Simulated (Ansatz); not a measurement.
Seebeck coefficient (μV/K, mean over directions) of n-type BaSnO₃ (Pm-3m) against carrier density, r2SCAN with spin-orbit coupling, rigid bands (Ansatz, a first-principles code). Computed gap 1.57 eV; densities at which minority carriers matter at this gap, or further valleys turn the trend, are left out. Conductivity mass 0.20 mₑ (harmonic mean over directions), N_c = 2.3e18 cm⁻³ at 300 K.

| electron density | 300 K | 500 K |
|---|---|---|
| 1e16 cm⁻³ | -679 | -746 |
| 1e17 cm⁻³ | (withheld) | -548 |
| 1e18 cm⁻³ | -286 | -351 |
| 3e18 cm⁻³ | -198 | (withheld) |
| 1e19 cm⁻³ | -115 | -167 |
| 3e19 cm⁻³ | -62 | -98 |
| 1e20 cm⁻³ | (withheld) | -49 |
| 3e20 cm⁻³ | -16 | -26 |
| 1e21 cm⁻³ | -8 | -14 |

Question: What belongs in the gaps?

Answer: 
- 1e17 cm⁻³, 300 K: -481
- 3e18 cm⁻³, 500 K: -260
- 1e20 cm⁻³, 300 K: -30

Rigid bands with a gap fixed in temperature, one relaxation time for all states, no polarons or phonon drag, and whether or not such doping can be reached.
